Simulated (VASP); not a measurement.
Wanted: the native input for a VASP 6.6.1 run.

| Item | Value |
| --- | --- |
| Task | relaxation of cell and atoms |
| Functional | PBE |
| Potentials or basis | VASP PAW PBE potentials, release 54 (K_pv, F) |
| Cutoff | 900 eV |
| k mesh | 8 × 8 × 8 |
| Occupations | fermi-dirac, width 0.05 eV |
| Spin | no spin polarisation |
| Further INCAR settings | ALGO = Normal; EDIFF = 1e-07; IBRION = 2; EDIFFG = -0.02; NSW = 60; ISIF = 3 |

The structure of KF lies in POSCAR:

```
KF
1.0
    0.0000000000      2.9763500000      2.9763500000
    2.9763500000      0.0000000000      2.9763500000
    2.9763500000      2.9763500000      0.0000000000
K F
1 1
Direct
    0.7500000000      0.7500000000      0.7500000000
    0.5000000000      0.5000000000      0.5000000000
```

The cell was built by a generator and needn't be a form met in nature.

The input as run:

INCAR

```
SYSTEM = KF
ALGO = Normal
EDIFF = 1E-7
EDIFFG = -0.02
ENCUT = 900
GGA = PE
IBRION = 2
ISIF = 3
ISMEAR = -1
LASPH = .TRUE.
LCHARG = .FALSE.
LREAL = .FALSE.
LWAVE = .FALSE.
NELM = 80
NSW = 60
PREC = Accurate
SIGMA = 0.05
```

KPOINTS

```
k-points
0
G
  8 8 8
  0 0 0
```

Potentials or basis: VASP PAW PBE potentials, release 54 (K_pv, F).

Command:

```sh
$ cat potpaw_PBE.54/K_pv/POTCAR potpaw_PBE.54/F/POTCAR > POTCAR
$ mpirun -np 1 vasp_std > vasp.out
```

Results of the run:

```yaml
Relaxed_volume: 27.35 Å³/atom
Relaxed_cell: a = 4.261 Å, b = 4.261 Å, c = 4.261 Å, α = 60.00°, β = 60.00°, γ = 60.00°
Space_group_after_relaxing_to_0.05_Å: F-43m (No. 216)
Energy_gained_by_relaxing: 2.4 meV/atom
Ionic_steps: 3
Pressure_after_relaxing: 0.0 GPa
Band_gap_on_the_k_mesh: 4.94 eV, indirect (least direct gap 5.09 eV)
```

Wall time 84 s on 1 thread of Intel(R) Xeon(R) Platinum 8259CL CPU @ 2.50GHz (Skylake/Cascade Lake) (shared host), peak memory 0.31 GiB.
